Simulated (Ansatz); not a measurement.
Crystal: MnO2.

```xyz
6
Lattice="2.8550 0.0000 0.0000 -1.4275 2.4725 0.0000 0.0000 0.0000 10.2217" Properties=species:S:1:pos:R:3 pbc="T T T"
Mn    0.0000    0.0000    5.1109
Mn    0.0000    0.0000    0.0000
O     1.4275    0.8242    4.1588
O     1.4275    0.8242    0.9521
O     0.0000    1.6483    6.0630
O     0.0000    1.6483    9.2697
```

Measurements of this composition are mostly on another form, of space group No. 136.

- Program: Ansatz 0.2.0
- Task: relaxation of cell and atoms
- Functional: PBEsol
- Potentials or basis: Ansatz PAW
- Cutoff: 420 eV (not typed: the program's choice for these potentials)
- k mesh: 11 × 11 × 3
- Occupations: fermi-dirac, width 0.05 eV
- Spin: collinear spin, ferromagnetic start
- Starting moments: [4.0, 4.0, 0.0, 0.0, 0.0, 0.0] μB
- Hubbard terms: Mn d U = 3 eV

At the start: volume 12.03 Å³/atom.

Question: Where does the relaxation end?

Answer: It ends after 25 steps and the volume is 13.22 Å³/atom (+10.0 %); space group P6_3/mmc (No. 194, to 0.05 Å); moment 6.00 μB per cell.

Step by step:
```csv
step,energy change (eV),largest force (eV/Å),volume (Å³)
1,0.0000,0.0118,72.15
2,0.0018,0.0319,73.71
3,0.0031,0.0147,74.06
4,0.0031,0.0004,74.08
5,-0.0076,0.0009,74.08
6,-0.0045,0.0062,75.04
7,-0.0020,0.0024,75.59
8,-0.0105,0.0026,75.59
9,-0.0071,0.0001,76.47
10,-0.0054,0.0007,76.80
11,-0.0122,0.0004,76.80
12,-0.0097,0.0011,77.41
13,-0.0082,0.0003,77.72
14,-0.0129,0.0003,77.72
15,-0.0103,0.0026,78.33
16,-0.0132,0.0026,78.33
17,-0.0110,0.0031,78.85
18,-0.0117,0.0003,78.68
19,-0.0134,0.0004,78.68
20,-0.0122,0.0010,78.97
21,-0.0136,0.0011,78.97
22,-0.0131,0.0003,79.09
23,-0.0120,0.0001,79.34
24,-0.0137,0.0002,79.34
25,-0.0137,0.0002,79.34
```

Final structure:
```cif
data_structure
_symmetry_space_group_name_H-M 'P 1'
_symmetry_Int_Tables_number 1
_cell_length_a 2.8677
_cell_length_b 2.8677
_cell_length_c 11.1400
_cell_angle_alpha 90.000
_cell_angle_beta 90.000
_cell_angle_gamma 120.000
_cell_volume 79.34
loop_
_atom_site_label
_atom_site_type_symbol
_atom_site_fract_x
_atom_site_fract_y
_atom_site_fract_z
_atom_site_occupancy
Mn1 Mn 0.00000 0.00000 0.50000 1
Mn2 Mn 0.00000 0.00000 0.00000 1
O1 O 0.66667 0.33333 0.41501 1
O2 O 0.66667 0.33333 0.08499 1
O3 O 0.33333 0.66667 0.58499 1
O4 O 0.33333 0.66667 0.91501 1
```

Caveat: the magnetic or orbital state may not be the lowest; the plane-wave basis is chosen anew once the cell has moved, so the energies of steps on either side of that aren't comparable; the pressure holds a Pulay correction of +0.7 GPa for the finite cutoff; only a ferromagnetic start was run, and an antiferromagnetic order may lie lower in energy; the PAW data sets come from PBE, with cores solved anew for the run's functional, which leaves a small shift of forces and pressure.
